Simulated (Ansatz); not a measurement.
# A failed many-body run on CdSe (F-43m)

Aim: the G0W0 gap of CdSe (F-43m). The first input has a fault.

Calculated with Ansatz 0.2.0; G0W0 on PBE, plane waves, PAW; PAW set soft_1.

## Step 1: The starting structure

It takes space group F-43m (No. 216, cubic). The conventional cell has a = 6.050 Å, b = 6.050 Å, c = 6.050 Å, α = 90.00°, β = 90.00°, γ = 90.00°. Nearest to Cd lie 4 Se at 2.62 Å. Nearest to Se lie 4 Cd at 2.62 Å. Farther neighbours and most contacts between anions are not listed.

Geometry: measured lattice cell, ions relaxed with PBE; the structure entry is the Materials Project's. The runs that relaxed it are not among those shown.

## Step 2: First try

input.yaml reads:

```yaml
crystal:
  lattice:
    - [0.0, 3.025, 3.025]
    - [3.025, 0.0, 3.025]
    - [3.025, 3.025, 0.0]
  atoms:
    - { symbol: Cd, position: [0.0, 0.0, 0.0] }
    - { symbol: Se, position: [0.75, 0.75, 0.75] }
kpoints:
  mp_grid: { grid: [4, 4, 4] }
hamiltonian:
  xc: pbe
  pseudopotentials: { kind: paw, azcp: { folder: soft_1 } }
scf:
  occupations: { method: fixed }
gw:
  n_empty_bands: 89
  ecut_chi: 10
  qp_bands: [v2, c2]
  qp_kpoints: band_edges
  screening: { model: contour_deformation }
```

Started as:

```sh
$ ansatz run input.yaml --threads 3 --pin off --max-ram 92160MiB --backend cuda --events-out ev --progress --plain --runs-dir out --devices 1 --max-vram 13GiB
```

Numbers of over 12 decimals in the logs are rounded to 6 here.

Log:

```text
GPUs: using 1 of 1 available (devices: 1).
Engine: ansatz 0.2.0, x86_64-unknown-linux-gnu
Pseudopotentials: kind: paw
Pseudopotential: Cd, paw, valence charge 20, recommended cutoff 420 eV (normal), soft_1/Cd.paw.azcp
Pseudopotential: Se, paw, valence charge 16, recommended cutoff 420 eV (normal), soft_1/Se.paw.azcp
Functional definition: PBE
  parameter kappa = 0.804
  parameter beta = 0.066725
  exchange = pbe_x(kappa = kappa, mu = beta*pi^2/3)
  correlation = pbe_c(beta = beta)
device memory: the entry about to start is reckoned to put 1.0 GiB on a device that reports 70.0 GiB free (of which the cap on the GPU budget leaves the run 13.0 GiB)
GPU FFT provider: cuFFT
GPU libraries: cuBLAS 13.8.2, cuFFT 12.4.0, cuSOLVER 12.3.4
Crystal: 2 atoms, lattice volume = 55.361 Å³
Basis set: ecut = 420 eV, 1067 PW (Γ)
Bands: 22, of which v1, the nominal top of the filled ones, is band 18 counted from 1 (17 counted from 0)
Symmetry: 24 space group operations
Space group: F-43m (ITA 216), of the structure as read, at distance tolerance 3.8e-5 Å
k-points: 8 of 64 (time reversal used)
Non-local potential: Cd, projectors of the file, l = 0: 3, l = 1: 2, l = 2: 2, l = 3: 1
Non-local potential: Se, projectors of the file, l = 0: 2, l = 1: 2, l = 2: 3, l = 3: 1
PAW form: soft (Blöchl's): semilocal exchange-correlation on the pseudo side does not see the compensation charge
PAW one-centre angular grid: Cd, 590 points (default); XC on 64 Gauss nodes
PAW one-centre angular grid: Se, 590 points (default); XC on 64 Gauss nodes
Initial density: superposition of atomic densities (chi_scale 0.1, normalization cell, long waves kept (reshape's long-wave potential 0.00 eV rms))
Initial wavefunctions: pseudopotential atomic-orbital guess
GPU buffer pool allocated for 27000 grid points (all kernels)
GPU transforms: local potential and band sums: pruned to the plane-wave sphere, on 30×30×30
Functional: x = pbe(κ = 0.804, μ = 0.219515), c = pbe(β = 0.066725)
SCF iter   1: F=—  HF=-13725.299343 eV  |F-HF|=—  |Δ(HF+E_count)|=         —  Δρ=5.10e-2  dr2=1.37e0  ethr=3.10e-3  ⟨swp⟩=4.6  Hψ=648  notcnv=0  defer=13
preconditioner: auto → none  [insulator: Δε(μ)=0.324 eV  Ē_g=12.932 eV  n_scr=14 (ndim 8)  ℏωp=21.2 eV  f_vac=0.159  ε∞_Penn≈3.7]
SCF iter   2: F=—  HF=-13724.845638 eV  |F-HF|=—  |Δ(HF+E_count)|=   4.54e-1  Δρ=2.05e-2  dr2=1.82e-1  ethr=3.10e-3  ⟨swp⟩=4.0  Hψ=430  notcnv=0  defer=13
SCF iter   3: F=—  HF=-13724.787621 eV  |F-HF|=—  |Δ(HF+E_count)|=   5.80e-2  Δρ=9.25e-3  dr2=2.61e-2  ethr=5.05e-4  ⟨swp⟩=2.5  Hψ=287  notcnv=0  defer=13
SCF iter   4: F=—  HF=-13724.782760 eV  |F-HF|=—  |Δ(HF+E_count)|=   4.86e-3  Δρ=1.00e-3  dr2=2.72e-4  ethr=7.26e-5  ⟨swp⟩=2.2  Hψ=328  notcnv=0  defer=11
SCF iter   5: F=—  HF=-13724.782889 eV  |F-HF|=—  |Δ(HF+E_count)|=   1.28e-4  Δρ=1.54e-4  dr2=7.58e-6  ethr=7.56e-7  ⟨swp⟩=2.0  Hψ=307  notcnv=0  defer=13
SCF iter   6: F=—  HF=-13724.782900 eV  |F-HF|=—  |Δ(HF+E_count)|=   1.11e-5  Δρ=2.33e-5  dr2=3.31e-7  ethr=2.11e-8  ⟨swp⟩=2.0  Hψ=327  notcnv=0  defer=10
SCF iter   7: F=-13724.782900 eV  HF=-13724.782900 eV  |F-HF|=4.78e-9  |Δ(HF+E_count)|=   6.30e-8  Δρ=2.77e-6  dr2=3.12e-9  ethr=2.78e-10  ⟨swp⟩=5.1  Hψ=698  notcnv=0
SCF 1 converged in 7 iterations: F = -13724.782900 eV  dr2 = 3.12e-9
[...]
device memory: the entry about to start is reckoned to put 1.6 GiB on a device that reports 69.6 GiB free (of which the cap on the GPU budget leaves the run 13.0 GiB)
NSCF: frozen V_eff on 8 k-points
[...]
device memory: the entry about to start is reckoned to put 2.5 GiB on a device that reports 69.5 GiB free (of which the cap on the GPU budget leaves the run 13.0 GiB)
NSCF: frozen V_eff on 8 k-points
G₀W₀ screening: q 1/8
[... further progress lines ...]
device memory: the entry about to start is reckoned to put 0.3 GiB on a device that reports 68.1 GiB free (of which the cap on the GPU budget leaves the run 13.0 GiB)
NSCF: frozen V_eff on 1 k-points
SCF converged after 7 iterations
Free energy (F): -13724.782900 eV
Harris-Foulkes:  -13724.782900 eV  (|F-HF|=4.78e-9)
Internal energy: -13724.782900 eV  (E = F + TS)
E sigma→0 (E₀):  -13724.782900 eV
Fermi energy:    7.554551 eV
--- Per-component energies (eV) ---
  E_band       = -888.965941
  E_kinetic    = 552.343448
  E_local      = -6587.689964  (includes V_loc(G=0)·N_el)
  E_nonlocal   = -234.394814
  E_hartree    = 3206.497716
  E_xc         = -242.390904
  E_vxc        = -287.416331  (∫ρ·V_xc dr)
  E_paw        = -6229.079348  (= ΣΔE_a)
  E_vpaw       = -744.805954  (= ΣTr[D̂ρ^β])
  E_aug_tail   = -0.000045  (compensation charges beyond the density's cutoff)
  E_ewald      = -4190.068988
  E_smearing   = -0.000000  (= −TS)
  E_closure    = -0.000000  (closes the sum)
  Σ components = -13724.782900   (vs F -13724.782900, Δ=0.00e0)
--- Band table (eV; the first three rows and the last of 8) ---
  k-point 0: bands = [... 14 lower, -0.0661, 7.5546, 7.5546, 7.5546, 8.1811, 13.4797, 13.4797, 13.4797]
  k-point 1: bands = [... 14 lower, -0.0640, 4.8430, 7.1390, 7.1390, 9.8711, 13.5269, 14.0080, 14.0080]
  k-point 2: bands = [... 14 lower, 0.2434, 3.0669, 6.7812, 6.7812, 9.9559, 13.9950, 13.9950, 14.9943]
  k-point 7: bands = [... 14 lower, 0.4445, 3.4866, 5.2617, 5.2728, 12.6473, 12.7582, 14.0432, 15.1508]
--- G₀W₀: contour deformation, 8 samples at zero and on the imaginary axis and 3 off it, 64 q-points, 89 empty bands' worth ---
  eigenvalues of the whole cell's RPA ε∞ on this k-mesh (on a slab, of 1 + 4πα/V) = 38.9882, 38.9882, 38.9882; static W/v taken at q = 0 is 0.025649
  bands read: the sum over 107 bands ends inside a degenerate multiplet in 2 slots, whose members it reads at an even weight; the widest, k=0: bands 106 to 108 (counted from 1) at 2/3 each
  gw.qp_kpoints: band_edges: 5 of 8 stored k-points solved, in 1 pass; an edge of the gap read off the rows below is read off those points alone
    valence top: of the k-points left out ik 5 came nearest to being solved in a further pass, in band 18 (counted from 1, as in the quasiparticle table): it holds the edge there only if its correction is more favourable than any solved in that band by at least 0.798 eV; those differ by 0.101 eV
    conduction bottom: of the k-points left out ik 4 came nearest to being solved in a further pass, in band 19 (counted from 1, as in the quasiparticle table): it holds the edge there only if its correction is more favourable than any solved in that band by at least 2.611 eV; those differ by 0.541 eV
    ik  band        ε_KS         Σx   Σc(E_QP)       V_xc       Z   E_QP_lin       E_QP  E_QP is
     0    17      7.5546   -20.1402     2.5311   -17.5216  0.7603     7.4667     7.4671  root
     0    18      7.5546   -20.1402     2.5311   -17.5216  0.7603     7.4667     7.4671  root
     0    19      8.1811    -8.9327    -3.1567   -12.7715  0.7705     8.9128     8.8632  root
     0    20     13.4797    -6.6315    -3.8338   -11.2093  0.7528    14.2890    14.2237  root
     1    17      7.1390   -19.4908     2.6234   -16.7577  0.7566     7.0286     7.0293  root
     1    18      7.1390   -19.4908     2.6234   -16.7577  0.7566     7.0286     7.0293  root
     1    19      9.8711    -8.8856    -3.3004   -12.9321  0.7653    10.6826    10.6172  root
     1    20     13.5269    -7.3359    -3.9529   -11.8829  0.7456    14.1629    14.1209  root
     2    17      6.7812   -18.9860     2.7319   -16.1297  0.7528     6.6559     6.6569  root
     2    18      6.7812   -18.9860     2.7319   -16.1297  0.7528     6.6559     6.6569  root
     2    19      9.9559    -8.2728    -3.4129   -12.4356  0.7670    10.7719    10.7057  root
     2    20     13.9950    -6.6933    -3.9457   -11.2491  0.7457    14.6497    14.6051  root
     3    17      6.4883   -18.5666     2.7595   -15.6477  0.7492     6.3272     6.3289  root
     3    18      6.4883   -18.5666     2.7595   -15.6477  0.7492     6.3272     6.3289  root
     3    19     10.8801    -9.1805    -3.3991   -13.2694  0.7600    11.6205    11.5699  root
     3    20     11.7530    -6.9117    -3.6169   -11.1424  0.7613    12.4159    12.3667  root
     6    17      5.6451   -17.4452     3.0190   -14.2375  0.7376     5.4538     5.4563  root
     6    18      5.6451   -17.4452     3.0190   -14.2375  0.7376     5.4538     5.4563  root
     6    19     10.6548    -6.2623    -3.4044    -9.8753  0.7677    10.8664    10.8634  root
     6    20     11.3235    -8.6331    -3.5459   -12.8866  0.7617    12.0874    12.0311  root
```

Run time: 12 s. Hardware: 1 × NVIDIA H100 80GB HBM3 (shared by 6 runs) with 3 threads of AMD EPYC 7R13 (Zen 3), shared host; peak memory 1 GiB.

The column dr2 measures how far the density is from self-consistency, as an energy; F and HF (Harris–Foulkes) agree once it is small.

Q: What is the fault?

The run ended normally, though the input holds a fault or crude settings.

The fault: screening cutoff of 10 eV. Nearly all local fields and short-range correlation are left out.

It printed a gap of 1.40 eV, which is an artefact of the settings.

## Step 3: A better input

Now the one-shot GW correction: screening in the RPA, then the self-energy of the levels asked for. This step takes PAW set soft_1 files.

input.yaml, as its differences from that of step 2:

```diff
@@ -16,4 +16,4 @@
 gw:
-  n_empty_bands: 89
-  ecut_chi: 10
+  n_empty_bands: 165
+  ecut_chi: 120
   qp_bands: [v2, c2]
```

Log:

```text
GPUs: using 1 of 1 available (devices: 1).
[...]
GPU FFT provider: cuFFT
GPU libraries: cuBLAS 13.8.2, cuFFT 12.4.0, cuSOLVER 12.3.4
Crystal: 2 atoms, lattice volume = 55.361 Å³
Basis set: ecut = 420 eV, 1067 PW (Γ)
Bands: 22, of which v1, the nominal top of the filled ones, is band 18 counted from 1 (17 counted from 0)
[... 1 set-up line as in the run before ...]
[...]
k-points: 8 of 64 (time reversal used)
[...]
GPU buffer pool allocated for 27000 grid points (all kernels)
[...]
SCF iter   1: F=—  HF=-13725.299343 eV  |F-HF|=—  |Δ(HF+E_count)|=         —  Δρ=5.10e-2  dr2=1.37e0  ethr=3.10e-3  ⟨swp⟩=4.6  Hψ=648  notcnv=0  defer=13
[...]
SCF iter   7: F=-13724.782900 eV  HF=-13724.782900 eV  |F-HF|=4.78e-9  |Δ(HF+E_count)|=   6.30e-8  Δρ=2.77e-6  dr2=3.12e-9  ethr=2.78e-10  ⟨swp⟩=5.1  Hψ=698  notcnv=0
SCF 1 converged in 7 iterations: F = -13724.782900 eV  dr2 = 3.12e-9
[...]
0    19      8.1811    -8.9327    -3.7765   -12.7715  0.7460     8.2437     8.2434  root
     0    20     13.4797    -6.6315    -4.4582   -11.2093  0.7285    13.6002    13.5993  root
     1    17      7.1390   -19.4908     2.1847   -16.7577  0.7149     6.5606     6.5907  root
     1    18      7.1390   -19.4908     2.1847   -16.7577  0.7149     6.5606     6.5907  root
     1    19      9.8711    -8.8856    -3.9430   -12.9321  0.7391     9.9752     9.9746  root
     1    20     13.5269    -7.3359    -4.4780   -11.8829  0.7205    13.5961    13.5958  root
[...]
3    19     10.8801    -9.1805    -3.9945   -13.2694  0.7322    10.9750    10.9745  root
     3    20     11.7530    -6.9117    -4.1647   -11.1424  0.7397    11.8191    11.8189  root
     6    17      5.6451   -17.4452     2.5670   -14.2375  0.6985     4.9589     5.0043  root ?
     6    18      5.6451   -17.4452     2.5670   -14.2375  0.6985     4.9589     5.0043  root ?
     6    19     10.6548    -6.2623    -3.7288    -9.8753  0.7496    10.5398    10.5390  root
     6    20     11.3235    -8.6331    -4.1151   -12.8866  0.7367    11.4631    11.4618  root
[key lines of the parts left out:]
SCF converged after 7 iterations
Free energy (F): -13724.782900 eV
Fermi energy:    7.554551 eV
```

Run time: 14 s. Hardware: 1 × NVIDIA H100 80GB HBM3 (shared by 6 runs) with 3 threads; peak memory 1.1 GiB; 11 s of CPU time.

Numbers from this step:

```
bands summed                                 : 183
RPA ε∞ on this mesh (eigenvalues)            : 37.56, 37.56, 37.56
plane waves in the screening matrix          : 169
q-points in the mesh                         : 64
G0W0 gap on the mesh                         : 1.205 eV
k of the valence top                         : 0, 0, 0
k of the conduction bottom                   : 0, 0, 0
starting gap on the mesh                     : 0.6266 eV
Z at the valence top                         : 0.7175
Z at the conduction bottom                   : 0.7460
least direct G0W0 gap on the computed points : 1.205 eV
```

The gap on the mesh goes from 0.63 eV to 1.20 eV, a correction of +0.58 eV. Between the two edge states, bare exchange in place of the xc potential would open the gap by 6.46 eV, and correlation takes back 5.88 eV.

## Step 4: Summary of results

```
first try  : converged after 12 s
better run : G0W0 gap on the mesh 1.20 eV (4×4×4 mesh, 165 empty bands, screening to 120 eV, PAW set soft_1 files)
```

What this shows: The second run differs in: empty bands and screening cutoff (eV). Bands and cutoff are finite, so the gap is not at the basis limit. The miss can reach some tenths of an eV and take either sign; the mesh is an error of its own. The 4×4×4 mesh is coarse for this cell (its supercell is 17 Å along the shortest edge). The RPA ε∞ on it, from the PBE start, is 37.56; such meshes misread the long-range screening, most where the gap is narrow. The RPA ε∞ on this mesh reaches over 25; with a narrow direct gap a coarse mesh can overstate it, and the correction is then too small. The many-body steps are scalar-relativistic: spin-orbit coupling is not in them.

[Paths, hosts, dates, memory and timing lines, banners, echoed tables and standing remarks are left out of the program output.]

[Logs are printed without paths, hosts, clocks, repeated set-up lines and the standing remarks that a program may print on its own settings, such as how far it seeks lower states.]

[Runs of the session that timed out or met a known fault of the program may be left out.]

[Cells called generated may have been cut or substituted from an entry of the Crystallography Open Database or the Materials Project.]

[Hosts, paths, dates, database ids (printed as entryN), source tags and the programs' standing remarks are cut or masked in the printed files.]
